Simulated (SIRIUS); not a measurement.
# Co under changes of volume

One of the cells (10.853 Å³/atom); the others are scaled copies at fixed shape and fractional positions:

```
Co
1.0
     2.48837    0.00000    0.00000
    -1.24419    2.15499    0.00000
     0.00000    0.00000    4.04777
Co
2
Direct
  0.66667 0.33333 0.75000
  0.33333 0.66667 0.25000
```

* Program: SIRIUS 7.12.0
* Functional: PBEsol
* Potentials or basis: all-electron FP-LAPW
* Cutoff: 210 eV
* Basis: apw+lo standard
* k mesh: 12 × 12 × 7
* Occupations: fermi-dirac, width 0.05 eV
* Spin: collinear spin, ferromagnetic start
* Starting moments: [2.0, 2.0] μB

```csv
volume (Å³/atom),energy over the lowest point (meV/atom),moment (μB per cell)
10.002,6.91,3.02
10.215,0.03,3.06
10.427,0.00,3.12
10.853,16.93,3.22
11.066,33.07,3.26
11.279,?,?
```

Task: What does the run at 11.279 Å³/atom give?

Result: Energy over the lowest point 53.65 meV/atom; moment 3.30 μB per cell.

Worked out: A Birch-Murnaghan fit of order 3 (a polynomial in V^(-2/3)) to the other rows has its minimum at 10.33 Å³/atom with B0 = V·E''(V) = 229 GPa and B' = 4.1 at fixed shape and positions, which overstates the stiffness. It gives 53.53 meV/atom at 11.279 Å³/atom, against the run's 53.65. A straight line through the other rows of the moment, of slope 0.232 μB per Å³/atom, extrapolates to 3.31 μB, against the run's 3.30.

Energies are extrapolated to zero smearing.
